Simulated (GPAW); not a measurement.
# CdS (Greenockite) (P6_3mc) in GPAW: a series of runs, part 2 of 2

GPAW 26.7.0. Earlier steps stand in the parts before.

## (4) Band structure, PBE

run.py

```python
from ase import Atoms
from ase.dft.bandgap import bandgap
from ase.io import write
from gpaw import GPAW

atoms = Atoms(['Cd', 'Cd', 'S', 'S'],
              cell=[[4.15, 0.0, 0.0],
                    [-2.075, 3.5940054257, 0.0],
                    [0.0, 0.0, 6.737]],
              scaled_positions=[[0.6666666667, 0.3333333333, 0.5],
                                [0.3333333333, 0.6666666667, 0.0],
                                [0.6666666667, 0.3333333333, 0.875],
                                [0.3333333333, 0.6666666667, 0.375]],
              pbc=True)

calc = GPAW(mode='lcao',
            h=0.2,
            basis='szp(dzp)',
            xc='PBE',
            kpts={'size': (5, 5, 3), 'gamma': True},
            occupations={'name': 'fermi-dirac', 'width': 0.05},
            convergence={'density': 1e-05, 'energy': 1e-05},
            maxiter=150,
            txt='gpaw.txt')
atoms.calc = calc
energy = atoms.get_potential_energy()
forces = atoms.get_forces()
calc.write('gs.gpw')
write('result.traj', atoms)
print(f'Energy: {energy:.6f} eV')
print('Forces (eV/A):')
print(forces.round(4))
print('Fermi level:', round(calc.get_fermi_level(), 4), 'eV')
print(f'Gap: {bandgap(calc)[0]:.4f} eV, direct: {bandgap(calc, direct=True)[0]:.4f} eV')

path = atoms.cell.bandpath('GMKGALHA,LM,KH', npoints=100, eps=1e-4)
bs_calc = calc.fixed_density(kpts=path, symmetry='off', txt='bands.txt')
bs = bs_calc.band_structure()
bs.write('bs.json')
print(f'Gap on the path: {bandgap(bs_calc)[0]:.4f} eV')
```

Potentials or basis: GPAW PAW data sets (gpaw-data 1.2.1), lcao:szp(dzp).

Command:

```console
OMP_NUM_THREADS=1 python run.py
```

gpaw.txt:

```text
__  _  _
 | _ |_)|_||  |
 |__||  | ||/\| - 26.7.0

Input parameters:
  mode=LCAO(),
  basis={'default': 'szp(dzp)'},
  convergence={'density': 1e-05, 'energy': 1e-05},
  h=0.2,
  kpts=MonkhorstPack(size=(5, 5, 3), gamma=True),
  maxiter=150,
  occupations=Occupations(name='fermi-dirac', width=0.05),
  xc=XC(name='PBE')

            S

            Cd
        S

        Cd

Atoms  # Å, Bohr magnetons
|   | symbol |         x |        y |        z |    initial magnetic moments |
|---|--------|-----------|----------|----------|-----------------------------|
| 0 |     Cd |  2.075000 | 1.198002 | 3.368500 | ( 0.0000,  0.0000,  0.0000) |
| 1 |     Cd | -0.000000 | 2.396004 | 0.000000 | ( 0.0000,  0.0000,  0.0000) |
| 2 |      S |  2.075000 | 1.198002 | 5.894875 | ( 0.0000,  0.0000,  0.0000) |
| 3 |      S | -0.000000 | 2.396004 | 2.526375 | ( 0.0000,  0.0000,  0.0000) |

Unit cell  # Å
| periodic |         x |        y |        z |  lengths |     angles |
|----------|-----------|----------|----------|----------|------------|
[... 343 lines left out ...]
|iter:   7| |  -10.565076c|      c| -4.62 |
|iter:   8| |  -10.565076c|      c| -5.28c|

Converged in 8 steps
Energy contributions relative to reference atoms: (reference = -326061.476468)

Energy contributions:
  Kinetic:          49.947862
  Coulomb:         -43.449050
  Zero:              0.598551
  External:          0.000000
  Xc:              -17.662439
  Entropy:          -0.000000
  Spinorbit:         0.000000
  ----------------------------
  Free energy:     -10.565076
  Extrapolated:    -10.565076

dipole moment: (-0.000000, 0.000000, -18.887417)  # |e|*Ang

Fermi level: 4.151
Eigenvalues  # (at kpt = [0.000, 0.000, 0.000])
| band index |      eig [eV] | occ [0-2] |
|------------|---------------|-----------|
|          0 |        -8.821 |     2.000 |
|        ... |               |           |
|         10 |        -3.458 |     2.000 |
|         11 |        -3.136 |     2.000 |
|         12 |        -0.842 |     2.000 |
|         13 |         2.756 |     2.000 |
|         14 |         2.758 |     2.000 |
|         15 |         3.483 |     2.000 |
[... 8 lines left out ...]
|         24 |        11.872 |     0.000 |
|         25 |        11.872 |     0.000 |

Gap: 1.193 eV
Transition (v -> c):
  (s=0, k=0, n=17, [0.00, 0.00, 0.00]) -> (s=0, k=0, n=18, [0.00, 0.00, 0.00])
No difference between direct/indirect transitions

Forces  # eV/Ang
|       x |       y |        z |
|---------|---------|----------|
| 0.00000 | 0.00000 | -0.06533 |  # Cd   0
| 0.00000 | 0.00000 | -0.06531 |  # Cd   1
| 0.00000 | 0.00000 |  0.06992 |  # S    2
| 0.00000 | 0.00000 |  0.06993 |  # S    3

# Writing to gs.gpw (mode='')
```

bands.txt:

```text
convergence criteria:
- Maximum integral of absolute [eigenst]ate change: 4e-08 eV^2 / valence electron
maximum number of iterations: 150

SCF iterations
|iter     | |      energy | eigst |  dens |
|---------|-|-------------|-------|-------|
|iter:   1| |             |      c|       |
[... 100 lines left out ...]
         [0.5       , 0.        , 0.0625    ],
         [0.5       , 0.        , 0.        ],
         [0.33333333, 0.33333333, 0.        ],
         [0.33333333, 0.33333333, 0.07142857],
         [0.33333333, 0.33333333, 0.14285714],
         [0.33333333, 0.33333333, 0.21428571],
         [0.33333333, 0.33333333, 0.28571429],
         [0.33333333, 0.33333333, 0.35714286],
         [0.33333333, 0.33333333, 0.42857143],
         [0.33333333, 0.33333333, 0.5       ]])),
  maxiter=150,
  occupations=Occupations(name='fermi-dirac', width=0.05),
  symmetry=Symmetry(point_group=False, time_reversal=False),
  xc=XC(name='PBE')
```

Wall time 23 s (1 thread of Arm Neoverse V2, shared host); peak memory 0.2 GiB.

The run converged, but some of its settings lie outside the range that counts as converged, so its numbers aren't taken as properties of the crystal.

What came out:

```yaml
Free_energy: -10.5651 eV
Largest_force: 0.070 eV/Å
Band_gap_on_the_k_mesh: 1.19 eV, direct
Band_gap_along_the_path: 1.19 eV, direct
```

Caveat: the real-space grid adds noise to forces; the basis of atomic orbitals isn't converged, which shifts pressures, moduli and gaps.

## (5) Band structure, optB88-vdW, spin-orbit coupling, no magnetisation

run.py

```python
import numpy as np
from ase.dft.bandgap import bandgap
from ase.io import read, write
from gpaw import GPAW, PW
from gpaw.spinorbit import soc_eigenstates

atoms = read('CdS.cif')

calc = GPAW(mode=PW(600),
            xc={'name': 'optB88-vdW', 'backend': 'libvdwxc'},
            kpts={'size': (5, 5, 3), 'gamma': True},
            occupations={'name': 'fermi-dirac', 'width': 0.05},
            nbands=31,
            convergence={'density': 1e-05, 'energy': 1e-05},
            maxiter=150,
            legacy_gpaw=True,
            txt='gpaw.txt')
atoms.calc = calc
energy = atoms.get_potential_energy()
forces = atoms.get_forces()
calc.write('gs.gpw')
write('result.traj', atoms)
print(f'Energy: {energy:.6f} eV')
print('Forces (eV/A):')
print(forces.round(4))
print('Fermi level:', round(calc.get_fermi_level(), 4), 'eV')
print(f'Gap: {bandgap(calc)[0]:.4f} eV, direct: {bandgap(calc, direct=True)[0]:.4f} eV')

path = atoms.cell.bandpath('GMKGALHA,LM,KH', npoints=100, eps=1e-4)
bs_calc = calc.fixed_density(kpts=path, symmetry='off', nbands=51,
                             convergence={'bands': 'CBM+6.0', 'eigenstates': 1e-6}, txt='bands.txt')
bs = bs_calc.band_structure()
bs.write('bs.json')
print(f'Gap on the path: {bandgap(bs_calc)[0]:.4f} eV')

soc = soc_eigenstates(bs_calc, theta=90, phi=0)
np.savetxt('soc_bands.dat', soc.eigenvalues(), fmt='%.4f')
mesh = soc_eigenstates('gs.gpw', theta=90, phi=0)
np.savetxt('soc_mesh.dat', mesh.eigenvalues(), fmt='%.4f')
print('Fermi level with spin-orbit coupling:', round(mesh.fermi_level, 4), 'eV')
```

CdS.cif

```cif
data_CdS
_cell_length_a 4.15000000
_cell_length_b 4.15000000
_cell_length_c 6.73700000
_cell_angle_alpha 90.00000000
_cell_angle_beta 90.00000000
_cell_angle_gamma 120.00000000
_space_group_name_H-M_alt 'P1'
_space_group_name_Hall 'P 1'
_space_group_IT_number 1
loop_
_space_group_symop_operation_xyz
'x,y,z'
loop_
_atom_site_label
_atom_site_type_symbol
_atom_site_symmetry_multiplicity
_atom_site_Wyckoff_symbol
_atom_site_fract_x
_atom_site_fract_y
_atom_site_fract_z
_atom_site_occupancy
Cd1 Cd 1 a 0.6666666667 0.3333333333 0.5000000000 1
Cd2 Cd 1 a 0.3333333333 0.6666666667 0.0000000000 1
S1 S 1 a 0.6666666667 0.3333333333 0.8750000000 1
S2 S 1 a 0.3333333333 0.6666666667 0.3750000000 1
```

Potentials or basis: GPAW PAW data sets (gpaw-data 1.2.1), pw.

Command:

```console
OMP_NUM_THREADS=1 python run.py
```

It took 2.4 min on 1 thread of Arm Neoverse V2, shared host; peak memory 0.68 GiB.

The run converged. Its results:

| Quantity | Value |
| --- | --- |
| Free energy | -98.4494 eV |
| Largest force | 0.064 eV/Å |
| Band gap on the k mesh | 1.09 eV, direct |
| Band gap along the path | 1.09 eV, direct |

Forces in eV/Å, atoms in the order of the input:
```
Cd   0.000  0.000 -0.064
Cd   0.000  0.000 -0.064
S    0.000  0.000  0.064
S    0.000  0.000  0.064
```

Levels at the corners of the path, in eV from the valence-band top:
```csv
point,band 32,band 33,band 34,band 35,band 36,band 37,band 38,band 39,band 40,band 41
Γ,-0.07,-0.02,-0.02,0.00,0.00,1.09,1.09,2.72,2.72,6.18
M,-1.86,-1.30,-1.30,-0.74,-0.74,3.63,3.63,3.81,3.81,5.01
K,-1.84,-1.84,-1.80,-1.61,-1.61,4.54,4.54,4.97,5.01,5.02
Γ,-0.07,-0.02,-0.02,0.00,0.00,1.09,1.09,2.72,2.72,6.18
A,-0.43,-0.38,-0.38,-0.38,-0.38,2.75,2.75,2.75,2.75,6.08
L,-1.35,-1.31,-1.31,-1.31,-1.31,3.39,3.39,3.39,3.39,5.33
H,-2.38,-1.12,-1.12,-1.11,-1.11,4.31,4.31,4.36,4.36,5.93
A,-0.43,-0.38,-0.38,-0.38,-0.38,2.75,2.75,2.75,2.75,6.08
L,-1.35,-1.31,-1.31,-1.31,-1.31,3.39,3.39,3.39,3.39,5.33
M,-1.86,-1.30,-1.30,-0.74,-0.74,3.63,3.63,3.81,3.81,5.01
K,-1.84,-1.84,-1.80,-1.61,-1.61,4.54,4.54,4.97,5.01,5.02
H,-2.38,-1.12,-1.12,-1.11,-1.11,4.31,4.31,4.36,4.36,5.93
```

Caveat: spin-orbit coupling was added after a scalar SCF, so levels and gaps hold it while energy, forces, pressure and moments don't; this program's spin-orbit splittings come out too wide for heavy elements; the PAW data sets were made with another functional, which shifts forces and pressure a little.

## (6) Summary

```tsv
task	level	potentials or basis	spin	data set	band path	band points	spin axis theta (degrees)	spin axis phi (degrees)	gap on the mesh (eV)	largest force (eV/Å)
equation of state	LDA	the program's PAW data sets (release 1.2.1) made for this functional, newer versions, pw	off	S v3	-	-	-	-	-	-
band structure	PBE	GPAW PAW data sets (gpaw-data 1.2.1), pw	SOC, no magnetisation	-	GMKGALHA,LM,KH	100	0	0	1.16	0.06
band structure	optB88-vdW	GPAW PAW data sets (gpaw-data 1.2.1), pw	SOC, no magnetisation	-	GMKGALHA,LM,KH	100	90	0	1.09	0.06
```

Alike in all rows: cell as given; k mesh 5 × 5 × 3; cutoff (eV) 600; smearing fermi-dirac 0.05 eV.

Caveats: spin-orbit coupling was added after a scalar SCF, so levels and gaps hold it while energy, forces, pressure and moments don't (some runs); this program's spin-orbit splittings come out too wide for heavy elements (some runs); the PAW data sets were made with another functional, which shifts forces and pressure a little (some runs).

Total energies depend on the potentials used, so only differences within one code and one set of settings carry meaning.

## (7) Against experiment

Step 3. Against the measured gap of CdS, 2.5809 eV (quoted in “Isotope dependence of band-gap energy”, 2008, arxiv:0807.2152), the calculated 1.16 eV is off by -1.42 eV. So large a miss can be the level of theory's own, or it may mean another phase, state or a wrong row. The value is that of PBE, without temperature or zero-point motion. Semilocal functionals fall short of measured gaps as a rule.

Step 5. A measured gap of CdS is 2.5809 eV (quoted in “Isotope dependence of band-gap energy”, 2008, arxiv:0807.2152); the calculated 1.09 eV misses it by -1.49 eV. So large a miss can be the level of theory's own, or it may mean another phase, state or a wrong row. The value is that of optB88-vdW, without temperature or zero-point motion.
